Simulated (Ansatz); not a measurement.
## The polar optical mode of BN at 50 GPa, worked through

Computed with DFT PBE, scalar-relativistic, plane waves, PAW in Ansatz. Cutoff 420 eV, 12×12×12 k-points (Γ-centred), fixed occupations. No spin polarisation. Phonons by linear response, acoustic sum rule imposed.

The cell, relaxed at 50 GPa:
```cif
data_structure
_symmetry_space_group_name_H-M 'P 1'
_symmetry_Int_Tables_number 1
_cell_length_a 2.4707
_cell_length_b 2.4707
_cell_length_c 2.4707
_cell_angle_alpha 60.000
_cell_angle_beta 60.000
_cell_angle_gamma 60.000
_cell_volume 10.67
loop_
_atom_site_label
_atom_site_type_symbol
_atom_site_fract_x
_atom_site_fract_y
_atom_site_fract_z
_atom_site_occupancy
B1 B 0.00000 0.00000 0.00000 1
N1 N 0.75000 0.75000 0.75000 1
```

Other phases may be more stable at this pressure.

Linear response gives ν_TO = 1173.2 cm⁻¹, Born charges ±1.862 e (positive on B) and ε∞ = 4.516. The primitive cell holds 10.665 Å³, and the masses are 10.810 and 14.007 amu.

Question: Find ν_LO and the static dielectric constant.

Answer: The long-wave field adds a restoring force: ω_LO² − ω_TO² = Z*²e²/(ε_vac ε∞ μV). In these units ν_LO² − ν_TO² = 4.92064×10⁷ Z*²/(μ V ε∞) cm⁻², with μ = m₁m₂/(m₁ + m₂) = 6.101 amu: 580648 cm⁻². So ν_LO = √(1173.2² + 580648) = 1399.0 cm⁻¹, and the run gives 1399.0. Lyddane–Sachs–Teller then gives ε0 = ε∞ (ν_LO/ν_TO)² = 6.42, against 6.42 in the run (it forms both from the same three quantities, so the match checks the arithmetic only). Between ν_TO and ν_LO the dielectric function is negative and an undamped crystal reflects fully: a reststrahlen band from 7.1 to 8.5 μm.

Question: What do the Clausius–Mossotti polarisability and the Szigeti charge come to?

Answer: With the Lorentz local field, α = (3V/4π)(ε∞ − 1)/(ε∞ + 2) = 1.37 Å³ for the pair, and e_S = 3Z*/(ε∞ + 2) = 0.86 e. The Born charge includes the electrons' response to the dipole's own local field, and e_S takes that enhancement out. The Lorentz field assumes point-like polarisable ions, a poor picture once ε∞ is this large, since the electron clouds then overlap or are shared, so both numbers are formal here.

Question: How strongly does a slow electron couple to the LO mode?

Answer: For one isotropic parabolic band, Fröhlich's constant is α_F = (1/ε∞ − 1/ε0) √(m* Ry/ħω_LO), with Ry = 13.606 eV, ħω_LO = 173.5 meV and m* in free-electron masses: α_F = 0.0657 × 8.86 × √m* = 0.58 √m*. The band mass isn't part of this run; for m* = 0.1, 0.3 and 1 it gives 0.18, 0.32, 0.58. In weak coupling the polaron lies α_F ħω_LO below the band edge (55 meV at m* = 0.3) with a mass m*(1 + α_F/6); past α_F of about 5 or 6 that expansion fails. A semilocal functional's ε∞ tends to be too large, which taken alone lowers α_F.

Cost: 1 run of about 0.16 core-minutes, on Arm Neoverse V2 (shared hosts).

The mode combines a stiff lattice with a clearly polar bond. In this zinc-blende arrangement, short sp³ bonds between two light atoms put the TO frequency at 1173.2 cm⁻¹, while nitrogen's greater electronegativity makes the bonding electrons follow the displaced ions unevenly, giving Born charges of ±1.862 e. These are dynamical charges, not a count of electrons transferred, and they are compatible with strongly covalent bonding.

The same stiffness limits the static response: the ions move little in a slow field, so most of the static dielectric constant of 6.42 is already present in the electronic value of 4.516. With little ionic screening left and a high LO frequency, Fröhlich coupling stays weak to moderate for the masses tried. The polaron shift need not be negligible, however, because each virtual phonon carries a large energy. This suggests large, mobile polarons rather than self-trapped carriers, as far as the long-range polar coupling goes. With only one volume computed, the effect of compression on the LO–TO splitting remains open.
